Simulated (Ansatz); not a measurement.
Runs of Ansatz 0.2.0 on GaSb. Symmetry: Immm, No. 71, orthorhombic system. Conventional cell: a = 3.112 Å, b = 5.350 Å, c = 5.787 Å, α = 90.00°, β = 90.00°, γ = 90.00°. Around Sb (site symmetry mmm) lie 6 Ga at 2.89 to 3.09 Å and 2 Sb at 3.11 Å. Around Ga (site symmetry mmm) lie 6 Sb at 2.89 to 3.09 Å and 2 Ga at 3.11 Å. Measurements of this composition are mostly on another form, of space group No. 216.

```csv
task,level,k mesh,cutoff (eV),smearing,basis error allowed,mesh quality,gap on the mesh (eV),pressure (GPa)
phonons,LDA,7 × 7 × 7,241,gaussian 0.1 eV,0.001 eV/atom,coarse,none,-
single point,PBE,10 × 10 × 10,222,gaussian 0.05 eV,0.001 eV/atom,not flagged,none,-0.1
single point,PBEsol,10 × 10 × 10,223,gaussian 0.02 eV,0.001 eV/atom,not flagged,none,(a)
single point,PBE,4 × 4 × 4,187,fermi-dirac 0.06 eV,0.004 eV/atom,coarse,none,-0.9
```

Alike in all rows: potentials or basis all-electron LAPW, scalar-relativistic; no spin polarisation; cell as given.

Q: Estimate the missing entries.

A: (a) -3.1.

Caveats: some runs use coarse meshes; the k mesh is thin for a metal, which can move the energy by tens of meV per atom (some runs); a metal's response needs a denser mesh (some runs); some modes are imaginary (some runs).

A k mesh can miss the band edges, and the runs leave out spin-orbit coupling on Ga, Sb.

A gap of «none» marks a metal or a gap under the smearing width.
